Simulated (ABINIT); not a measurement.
**BP: equation of state with BP86**

**Measured values to compare with.**

“Equation of state of single-crystal cubic boron phosphide”, 2014, arxiv:1407.1677 reports, for a bulk crystal of BP at 300 K: bulk modulus 179 ± 1 GPa.

The system is BP.

```xyz
2
Lattice="0.0000 2.2690 2.2690 2.2690 0.0000 2.2690 2.2690 2.2690 0.0000" Properties=species:S:1:pos:R:3 pbc="T T T"
P     3.4035    3.4035    3.4035
B     0.0000    0.0000    0.0000
```

* Program: ABINIT 10.8.3 (patched build)
* Task: equation of state
* Functional: BP86
* Potentials or basis: PseudoDojo NC SR PBE v0.4.1 standard
* Cutoff: 1034 eV
* k mesh: 10 × 10 × 10
* Occupations: fermi-dirac, width 0.05 eV
* Spin: no spin polarisation

```json
{"Equilibrium volume": "11.87 Å³/atom", "Bulk modulus": "158 GPa", "Pressure derivative of the bulk modulus": "3.8"}
```

Energy against volume, from the lowest point:
```
volume (Å³/atom)  energy (meV/atom)
          10.981              37.33
          11.214              19.65
          11.448               7.89
          11.682               1.49
          11.915               0.00
          12.149               2.94
          12.383               9.94
```

Run time: 110 s on 1 thread of Arm Neoverse V1 (shared host), peak memory 0.11 GiB.

Measured bulk modulus of BP: 179 GPa (300 K; “Equation of state of single-crystal cubic boron phosphide”, 2014, arxiv:1407.1677). This calculation gives 158 GPa (-12.0 %). 3 values of this kind are on record (173 to 179 GPa); this one was drawn at random among those near their median, those with a stated uncertainty first. The fit is for a static lattice scaled at fixed shape and fixed fractional positions.

Caveat: pressures at fixed basis lie under the slope of the energies; the potentials were made for another functional, which shifts forces and pressure.
